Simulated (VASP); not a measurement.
Crystal: KI.

```
K I
1.0
     0.00000    3.53277    3.53277
     3.53277    0.00000    3.53277
     3.53277    3.53277    0.00000
K I
1 1
Direct
  0.00000 0.00000 0.00000
  0.50000 0.50000 0.50000
```

Base run:

```yaml
Program: VASP 6.6.1
Functional: PBE
Potentials_or_basis: VASP PAW PBE potentials, release 64 (K_sv, I)
Cutoff: 520 eV
k_mesh: 6 × 6 × 6
Occupations: fermi-dirac, width 0.02 eV
Spin: no spin polarisation
```

Its results: band gap on the k mesh 3.96 eV, direct; pressure 0.6 GPa.

Q: The run is repeated on the same cell with these changes: functional from PBE to PBEsol; cutoff from 520 eV to 700 eV. What comes out?

A: Band gap on the k mesh 3.81 eV, direct; pressure -0.2 GPa.

PBEsol binds more tightly than PBE, so the same cell stands under less pressure.

Caveats: spin-orbit coupling is left out, which moves the levels of the heavy elements; the PAW data sets were made with another functional, which shifts forces and pressure a little (some runs).

